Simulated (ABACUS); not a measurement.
**TiO2 in ABACUS: the effect of basis**

The system is TiO2.

```
CELL_PARAMETERS angstrom
4.63030 0.00000 0.00000
0.00000 4.63030 0.00000
0.00000 0.00000 2.97881
ATOMIC_POSITIONS crystal
Ti 0.00000 0.00000 0.50000
Ti 0.50000 0.50000 0.00000
O 0.30432 0.30432 0.50000
O 0.19568 0.80432 0.00000
O 0.80432 0.19568 0.00000
O 0.69568 0.69568 0.50000
```

The cell is a database's computed one.

The cell isn't the ideal one: volume scaled by 1.02.

Alike in all runs:

```yaml
Program: ABACUS 3.10.1
Task: equation of state
Functional: PBE
Potentials_or_basis: PseudoDojo NC SR 0.4.1 PBE standard
k_mesh: 4 × 4 × 6
Occupations: fermi-dirac, width 0.05 eV
Spin: no spin polarisation
```

```tsv
basis	cutoff	gap on the mesh (eV)	pressure (GPa)	largest force (eV/Å)
DZP	1361 eV	1.75	0.1	0.12
TZDP	1361 eV	?	?	?
pw	1143 eV	1.83	-1.0	0.11
```

Question: What does the run with basis TZDP give?

Answer: gap on the mesh 1.80 eV; pressure -0.4 GPa; largest force 0.09 eV/Å.

Caveats: the atomic orbitals were generated for these runs and aren't a published set (some runs); the basis of atomic orbitals isn't converged, which shifts pressures, moduli and gaps (some runs); there are fewer bands than atomic start orbitals, so a level may be missed at k points of high symmetry (some runs).

A k mesh can miss the band edges.
